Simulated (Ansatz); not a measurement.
# LiF: stable or not

The cell was reached from a generator's guess, though it ends in a space group that the Crystallography Open Database lists for this formula.

These are results of DFT PBE, scalar-relativistic, plane waves, PAW in Ansatz, not measurements. The final run on the 2-atom cell used 420 eV, a Γ-centred 10×10×10 mesh, 0.02 eV smearing and no spin polarisation.

```
CELL_PARAMETERS angstrom
0.00000 2.03391 2.03391
2.03391 0.00000 2.03391
2.03391 2.03391 0.00000
ATOMIC_POSITIONS crystal
Li 0.50000 0.50000 0.50000
F 0.00000 0.00000 0.00000
```

Energies over the elements count from the elements' standard structures at the same level (F₂ as a molecule), with no fitted energy shifts.

Problem. These tests were run: energy against the elements; random kick, then relaxation without symmetry; phonons on a 4×4×4 q mesh. What do they show?

Solution.

```
                                         test                         result
                  energy against the elements                 −2.945 eV/atom
random kick, then relaxation without symmetry                        returns
                    phonons on a 4×4×4 q mesh  no imaginary mode on the mesh
```

It fails none of these tests. Whether a mixture of other phases lies lower isn't tested here.

The kick test ran on a coarse mesh. The run for the phonons used a 12×12×12 k mesh.
